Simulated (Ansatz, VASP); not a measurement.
**NaF: VASP beside Ansatz**

```xyz
2
Lattice="0.0000 2.3296 2.3296 2.3296 0.0000 2.3296 2.3296 2.3296 0.0000" Properties=species:S:1:pos:R:3 pbc="T T T"
Na    0.0000    0.0000    0.0000
F     2.3296    2.3296    2.3296
```

Alike in both runs: task single point; functional PBE; dispersion D3(BJ); k mesh 8 × 8 × 8; occupations gaussian, width 0.05 eV; no spin polarisation.

|  | VASP | Ansatz |
| --- | --- | --- |
| version | VASP 6.6.1 | Ansatz 0.2.0 |
| potentials or method | VASP PAW PBE potentials, release 64 (Na_pv, F) | scalar-relativistic, plane waves, PAW |
| plane-wave cutoff (eV) | 520 | 420 |
| valence electrons in the cell | 14 | 16 |

|  | VASP | Ansatz | Ansatz less VASP |
| --- | --- | --- | --- |
| gap on the k mesh at the Fermi level (eV) | 6.21 | 6.23 | +0.017 |
| least direct gap on the mesh (eV) | 6.21 | 6.23 | +0.017 |
| pressure (GPa) | -1.1 | -0.9 | +0.14 |
| dispersion energy (meV/atom) | -170.7 | -170.8 | -0.05 |

The two sets of potentials don't hold the same shells in valence.
